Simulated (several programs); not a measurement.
# What each method gives for MgI₂ (CdI2 type)

MgI₂, CdI2 type, relaxed with r2SCAN+rVV10 in Ansatz, was computed with several methods. It is trigonal, P-3m1 (No. 164); a = 4.157 Å, c = 6.873 Å in the conventional setting, 34.29 Å³ an atom. Mg is surrounded by 6 I at 2.92 Å; I is surrounded by 3 Mg at 2.92 Å. Calculated for a static, non-magnetic cell.

```
Mg I
1.0
     4.15721    0.00000    0.00000
    -2.07861    3.60025    0.00000
     0.00000    0.00000    6.87333
Mg I
1 2
Direct
  0.00000 0.00000 0.00000
  0.33333 0.66667 0.24262
  0.66667 0.33333 0.75738
```

Gaps and times are for a single point on this cell; volume and bulk modulus come from each method's own relaxation or energy curve at fixed shape, which is too stiff where a cell has free coordinates or axes. Times are rough, from shared hosts (AMD EPYC 9R14; Arm Neoverse V1), and each method has its own mesh and cell size. A double dagger marks a value from a curve with shape and coordinates held. A star marks a curve whose lowest point is an end point. PM6 (MOPAC), PM7 (MOPAC), GFN1-xTB (tblite), GFN2-xTB (tblite) treat a cluster of cells at its zone centre, which samples few k points: where these miss a band edge, the gap comes out too large for that reason alone. Gaps from k meshes are read at a limited set of points (mesh, symmetry points, PBE's band edges), so each method's own least gap may be somewhat smaller. xTB and the PM methods were fitted mostly to molecules, and can miss a solid's gap by electronvolts. Minimal bases can be far off for gaps. Times of the plane-wave ladder aren't listed, since it ran on unlike processors and cards. Curves at held shape can't give the bulk modulus of a layered or molecular crystal, so none is listed. GLLB-SC's gap includes the derivative discontinuity. G0W0 is at finite bands, cutoff and mesh. d marks a direct gap, i an indirect one (no mark: not told apart), a dash a value that wasn't computed or didn't pass its checks.

| method | kind | gap (eV) | own volume (Å³/atom) | bulk modulus (GPa) | atoms computed | processor time |
| --- | --- | --- | --- | --- | --- | --- |
| light PBE (260 eV and a coarse mesh) | light plane-wave | 3.50 i | – | – | 3 | 1.7 s |
| GFN1-xTB (tblite) | tight binding | 2.67 | 36.24‡ | – | cluster | 2.5 s |
| PM7 (MOPAC) | semi-empirical | 9.35 | – | – | cluster | 4.5 s |
| GFN2-xTB (tblite) | tight binding | 4.51 | 37.78*‡ | – | cluster | 4.8 s |
| PM6 (MOPAC) | semi-empirical | 5.91 | – | – | cluster | 5.9 s |
| PBE | semilocal | 3.49 i | – | – | 3 | – |
| PBE/SZV (CP2K) | small basis | 2.74 d | – | – | 3 | 12 s |
| PBE/DZVP (CP2K) | small basis | 3.47 i | 36.64‡ | – | 3 | 17 s |
| r2SCAN | semilocal | 4.11 i | – | – | 3 | – |
| PBE/single zeta (GPAW) | small basis | 3.55 d | – | – | 3 | 30 s |
| GLLB-SC (GPAW) | model potential | 5.96 | – | – | 3 | 49 s |
| G0W0@r2SCAN (140 eV screening cutoff) | many-body | 5.53 | – | – | 3 | – |
| G0W0@PBE (210 eV screening cutoff) | many-body | 5.26 | – | – | 3 | – |

Against r2SCAN (4.11 eV) and with closed or daggered gaps left aside, the nearest gap at the points sampled is that of GFN2-xTB (tblite) (+0.40 eV) and the farthest that of PM7 (MOPAC) (+5.24 eV). r2SCAN is only a yardstick of convenience: semilocal gaps usually lie below measured ones, which GLLB-SC and hybrids aim to mend.

Spin-orbit coupling is left out, which matters wherever the heavy atoms make up the band edges.
